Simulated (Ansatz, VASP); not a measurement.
**PbSe (Clausthalite) in VASP and in Ansatz**

```
CELL_PARAMETERS angstrom
0.00000 3.06065 3.06065
3.06065 0.00000 3.06065
3.06065 3.06065 0.00000
ATOMIC_POSITIONS crystal
Pb 0.00000 0.00000 0.00000
Se 0.50000 0.50000 0.50000
```

Alike in both runs: task band structure; functional r2SCAN; k mesh 6 × 6 × 6; occupations fermi-dirac, width 0.05 eV; spin-orbit coupling, no magnetisation.

```csv
,VASP,Ansatz
version,VASP 6.6.1,Ansatz 0.2.0
potentials or method,"VASP PAW PBE potentials, release 64 (Pb_d, Se)",Ansatz PAW
plane-wave cutoff (eV),520,500
valence electrons in the cell,20,30
```

Ansatz gave:

| Property | Result |
| --- | --- |
| gap on the k mesh at the Fermi level (eV) | 0.02 |
| least direct gap on the mesh (eV) | 0.02 |
| gap along the band path (eV) | 0.02 |
| pressure (GPa) | 1.0 |

**Question.** Which values does VASP return?

**Answer.** gap on the k mesh at the Fermi level (eV): 0.15; least direct gap on the mesh (eV): 0.15; gap along the band path (eV): 0.15; pressure (GPa): 1.2.

With one functional, cell and mesh, what is left measures potentials, basis and numerics. The two sets of potentials don't hold the same shells in valence.

Caveats: the PAW data sets were made with another functional, which shifts forces and pressure a little (VASP); the PAW data sets come from PBE, with cores solved anew for the run's functional, which leaves a small shift of forces and pressure (Ansatz).
